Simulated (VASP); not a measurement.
Set up this calculation in VASP 6.6.1, as the native input.

```
Task                   : relaxation of cell and atoms
Functional             : PBEsol
Potentials or basis    : VASP PAW PBE potentials, release 64 (Zr_sv, Si, O)
Cutoff                 : 600 eV
k mesh                 : 6 × 6 × 6
Occupations            : gaussian, width 0.03 eV
Spin                   : no spin polarisation
Further INCAR settings : ALGO = Normal; EDIFF = 1e-06; IBRION = 2; EDIFFG = -0.01; NSW = 90; ISIF = 3
```

The structure of ZrSiO4 (Zircon) lies in POSCAR:

```
ZrSiO4
1.0
   -3.3035000000      3.3035000000      2.9910000000
    3.3035000000     -3.3035000000      2.9910000000
    3.3035000000      3.3035000000     -2.9910000000
Zr Si O
2 2 8
Direct
    0.7500000000      0.2500000000      0.5000000000
    0.0000000000      0.0000000000      0.0000000000
    0.2500000000      0.7500000000      0.5000000000
    0.5000000000      0.5000000000      0.0000000000
    0.1364000000      0.3203000000      0.8161000000
    0.0703000000      0.7542000000      0.6839000000
    0.5042000000      0.3203000000      0.1839000000
    0.0703000000      0.3864000000      0.3161000000
    0.6136000000      0.9297000000      0.6839000000
    0.6797000000      0.8636000000      0.1839000000
    0.2458000000      0.9297000000      0.3161000000
    0.6797000000      0.4958000000      0.8161000000
```

These files were run (other wordings do the same):

INCAR

```
PREC = Accurate
ENCUT = 600
EDIFF = 1E-6
ISMEAR = 0
SIGMA = 0.03
LREAL = False
LASPH = True
NELM = 80
ALGO = Normal
ISIF = 3
LWAVE = False
LCHARG = False
GGA = PS
IBRION = 2
NSW = 90
EDIFFG = -0.01
KPAR = 4
```

KPOINTS

```
regular mesh
0
Gamma
  6 6 6
```

Potentials or basis: VASP PAW PBE potentials, release 64 (Zr_sv, Si, O).

Launch:

```bash
$ cat potpaw_PBE.64/Zr_sv/POTCAR potpaw_PBE.64/Si/POTCAR potpaw_PBE.64/O/POTCAR > POTCAR
$ mpirun -np 4 vasp_std > vasp.out
```

Results of the run:

| Property | Result |
| --- | --- |
| Relaxed volume | 10.91 Å³/atom |
| Relaxed cell | a = 5.553 Å, b = 5.553 Å, c = 5.553 Å, α = 106.88°, β = 106.88°, γ = 114.79° |
| Space group after relaxing (to 0.05 Å) | I4_1/amd (No. 141) |
| Energy gained by relaxing | 1.5 meV/atom |
| Ionic steps | 9 |
| Pressure after relaxing | 0.0 GPa |
| Band gap on the k mesh | 4.71 eV, indirect (least direct gap 4.96 eV) |

Caveat: the PAW data sets were made with another functional, which shifts forces and pressure a little.

It took 4.5 min on 4 MPI ranks on Intel(R) Xeon(R) Platinum 8488C (Sapphire Rapids) (shared host), peak memory 0.46 GiB a rank.
